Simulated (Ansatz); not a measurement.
## ⁷⁵As nuclear quadrupole resonance in InAs under strain

Cell: a structure deposited in the COD, relaxed with PBE at fixed cell and then changed (z stretched by 1 %, ions relaxed).

```yaml
crystal:
  lattice:
    - [0.00000, 3.02900, 3.05929]
    - [3.02900, 0.00000, 3.05929]
    - [3.02900, 3.02900, 0.00000]
  atoms:
    - { symbol: In, position: [0.00000, 0.00000, 0.00000] }
    - { symbol: As, position: [0.25000, 0.25000, 0.25000] }
```

Atoms are numbered from 1 in the order listed; like atoms form one site, named after its first atom.

Level of theory: DFT, PBE, plane waves and PAW, scalar-relativistic, 420 eV cutoff, Γ-centred 13×13×13 k-points, Fermi–Dirac smearing 0.05 eV (Ansatz 0.2.0).

⁷⁵As: I = 3/2, Q = 311.0 mb (year-2017 value). Static lattice, zero field.

Task: At which frequencies do the ⁷⁵As NQR lines lie?

Result: For I = 3/2 there is one line, ν = (|C_Q|/2)(1 + η²/3)^½.

```
site  atoms  V_zz (10²¹ V/m²)  C_Q (MHz)     η  line frequencies (MHz)
  As      2              0.24       1.84  0.00                   0.918
```

An axis of threefold or higher order runs through As, so V_zz lies along it and η is zero.

The run finds no gap above 0.1 eV (a metal, or nearly one), so the gradients can move by 10 % or more with the k-mesh. Without spin–orbit coupling (the program notes it for In) the gradients can shift somewhat, as the gap is small. Semilocal functionals make gaps too small and can close them, so the real compound need not be a metal.

The relaxation (1 step) took 16 s of wall time (16 s of CPU time) and 0.59 GiB at its peak, on 1 thread of Intel Xeon Platinum 8488C (Sapphire Rapids) (x86_64; 16 cores open to the job, memory cap 3.0 GiB, no GPU), a shared host with a load of 0.2 a core.
